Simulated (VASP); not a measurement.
The system is Ni.

```
Ni
1.0
     0.00000    1.73757    1.73757
     1.73757    0.00000    1.73757
     1.73757    1.73757    0.00000
Ni
1
Direct
  0.00000 0.00000 0.00000
```

| Property | Result |
| --- | --- |
| Program | VASP 6.6.1 |
| Task | relaxation of cell and atoms |
| Functional | PBEsol |
| Dispersion | D4 |
| Potentials or basis | VASP PAW PBE potentials, release 64 (Ni) |
| Cutoff | 600 eV |
| k mesh | 13 × 13 × 13 |
| Occupations | fermi-dirac, width 0.05 eV |
| Spin | collinear spin, ferromagnetic start |
| Starting moments | [1.0] μB |

At the start: pressure -6.2 GPa; volume 10.49 Å³/atom.

Q: Where does the relaxation end?

A: Over 3 steps the energy falls by 5.7 meV/atom and the volume is 10.21 Å³/atom (-2.7 %); space group Fm-3m (No. 225, to 0.05 Å); moment 0.62 μB per cell.

The path:
| step | energy change (eV) | largest force (eV/Å) | pressure (GPa) | volume (Å³) |
| --- | --- | --- | --- | --- |
| 1 | 0.0000 | 0.0000 | -6.25 | 10.49 |
| 2 | 0.0024 | 0.0000 | 8.37 | 9.88 |
| 3 | -0.0057 | 0.0000 | -0.03 | 10.21 |

Final structure:
```cif
data_structure
_symmetry_space_group_name_H-M 'P 1'
_symmetry_Int_Tables_number 1
_cell_length_a 2.4349
_cell_length_b 2.4349
_cell_length_c 2.4349
_cell_angle_alpha 60.000
_cell_angle_beta 60.000
_cell_angle_gamma 60.000
_cell_volume 10.21
loop_
_atom_site_label
_atom_site_type_symbol
_atom_site_fract_x
_atom_site_fract_y
_atom_site_fract_z
_atom_site_occupancy
Ni1 Ni 0.00000 0.00000 0.00000 1
```

Caveat: the PAW data sets were made with another functional, which shifts forces and pressure a little; pairwise dispersion overbinds metals, which lowers pressure and volume.
